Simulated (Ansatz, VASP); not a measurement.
# One calculation of PbF2, two programs

```
Pb F
1.0
     0.00000    2.94992    2.94992
     2.94992    0.00000    2.94992
     2.94992    2.94992    0.00000
Pb F
1 2
Direct
  0.00000 0.00000 0.00000
  0.25000 0.25000 0.25000
  0.75000 0.75000 0.75000
```

Change from the starting cell: volume scaled by 0.98, crystal datasets.

Alike in both runs: task electric field gradients; functional LDA; k mesh 7 × 7 × 7; occupations fermi-dirac, width 0.03 eV; no spin polarisation.

|  | VASP | Ansatz |
| --- | --- | --- |
| version | VASP 6.6.1 | Ansatz 0.2.0 |
| potentials or method | VASP PAW LDA potentials, release 64 (Pb_d, F), cutoff 520 eV | all-electron PAW with datasets made for the crystal, scalar-relativistic |

|  | VASP | Ansatz | Ansatz less VASP |
| --- | --- | --- | --- |
| gap on the k mesh at the Fermi level (eV) | 4.25 | 4.28 | +0.029 |
| pressure (GPa) | -3.6 | -3.5 | +0.02 |
| Vzz of the field gradient on the site that differs most (V/Å²) | 0.0 | 0.0 | 0.00 |

Ansatz ran all-electron here, so the differences hold the error of VASP's frozen core and of both bases. Ansatz warned: «gradients_without_spin_orbit».

Caveats: spin-orbit coupling is left out, which as a rule narrows the gap of such compounds by several tenths of an eV; an odd mesh through Γ misses points on the zone boundary, where band edges often lie.
